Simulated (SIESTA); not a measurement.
# Zn: single point with PBE

Crystal: Zn.

```
Zn
1.0
     2.67000    0.00000    0.00000
    -1.33500    2.31229    0.00000
     0.00000    0.00000    4.96600
Zn
2
Direct
  0.66542 0.31974 0.74893
  0.32257 0.68013 0.25107
```

The cell isn't the ideal one: atoms moved at random, drawn with an rms of 0.05 Å.

```
Program             : SIESTA 5.4.2
Task                : single point
Functional          : PBE
Potentials or basis : PseudoDojo 0.4 standard (PBE files)
Basis               : DZP (energy shift 0.003 Ry; two zetas on semicore shells)
Grid cutoff         : 800 Ry
Energy shift        : 0.003 Ry
k mesh              : 11 × 11 × 6
Occupations         : fermi-dirac, width 0.05 eV
Spin                : no spin polarisation
```

```json
{
  "Pressure": "-3.7 GPa",
  "Largest force": "0.094 eV/Å",
  "Band gap on the k mesh": "none (metal or under the smearing width)"
}
```

Forces on the atoms (eV/Å):
```
Zn  -0.041  0.061  0.058
Zn   0.041 -0.060 -0.058
```

Stress tensor (GPa, compression positive):
```
-2.81  0.07 -0.02
 0.07 -2.62 -0.12
-0.02 -0.12 -5.53
```

Levels at points of the mesh, in eV from the Fermi level:
| k point | band 16 | band 17 | band 18 | band 19 | band 20 | band 21 | band 22 | band 23 | band 24 | band 25 |
| --- | --- | --- | --- | --- | --- | --- | --- | --- | --- | --- |
| (0.00, 0.00, 0.00) | -7.35 | -7.30 | -7.15 | -7.11 | -3.53 | -2.91 | 17.94 | 21.82 | 27.70 | 27.82 |
| (0.00, 0.00, 0.50) | -7.58 | -7.22 | -7.21 | -7.21 | -7.20 | 4.75 | 4.84 | 27.71 | 27.73 | 27.87 |

Wall time 19 s on 1 thread of Arm Neoverse V1 (shared host), peak memory 0.19 GiB.

Caveat: short orbitals over semicore shells can move pressures by several GPa; the valence orbitals were made in a potential fitted to the semicore shell under them, which widens gaps by tenths of an eV or more; the basis of atomic orbitals isn't converged, which shifts pressures, moduli and gaps.
